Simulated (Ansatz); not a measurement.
Reactions of C3H6O (`C=COC`).

Computed with Ansatz on PBE0-D4/def2-TZVP structures; ΔE is electronic, products minus reactants. CBS: MP2 limit from def2 TZ/QZ plus the TZ coupled-cluster correction, frozen cores. This one scheme is used for every species, atoms too. Functionals use def2-TZVPP. No spin–orbit coupling; open shells (•) take unrestricted orbitals. Spin–orbit coupling would lower the free atoms: a little for Cl, F. For Ge outer-core shells are correlated without core-valence functions, so the limit isn't a true one: a few kJ/mol of doubt a bond, and 10 to 20 or more in all where bonds break to atoms. Scalar relativity is left out up to krypton. One conformer a species, not always the lowest.

```json
{"reaction": "`C=COC` + F• → `[CH2]OC=C`• + H–F", "CCSD(T)/CBS(def2) (kcal/mol)": "-35.1"}
{"reaction": "`C=COC` → `CC(C)=O`", "CCSD(T)/CBS(def2) (kcal/mol)": "?"}
{"reaction": "`C=COC` + `[CH3][GeH2][F]` → `C=C[CH2][GeH2][F]` + CH₃OH", "CCSD(T)/CBS(def2) (kcal/mol)": "-1.8"}
{"reaction": "`C=COC` → `CCC=O`", "CCSD(T)/CBS(def2) (kcal/mol)": "-17.8"}
{"reaction": "`C=COC` + Cl• → `[CH2]OC=C`• + HCl", "CCSD(T)/CBS(def2) (kcal/mol)": "?"}
{"reaction": "`C=COC` → `[CH2]OC=C`• + H•", "CCSD(T)/CBS(def2) (kcal/mol)": "107.4"}
{"reaction": "`C=COC` → `OC1CC1`", "CCSD(T)/CBS(def2) (kcal/mol)": "?"}
{"reaction": "`C=COC` + `[CH3]`• → `[CH2]OC=C`• + CH₄", "CCSD(T)/CBS(def2) (kcal/mol)": "-5.5"}
{"reaction": "`C=COC` → `C1COC1`", "CCSD(T)/CBS(def2) (kcal/mol)": "5.8"}
{"reaction": "`C=COC` + `CCCO` → `C=COCCC` + CH₃OH", "CCSD(T)/CBS(def2) (kcal/mol)": "-0.1"}
```

Question: Fill in the missing values. (An estimate is asked.)

Answer: Ansatz gave: `C=COC` → `CC(C)=O`: -25.3 kcal/mol; `C=COC` + Cl• → `[CH2]OC=C`• + HCl: -0.3 kcal/mol; `C=COC` → `OC1CC1`: +1.1 kcal/mol.

Largest T1 diagnostic: 0.018, for `[CH2]OC=C`•.
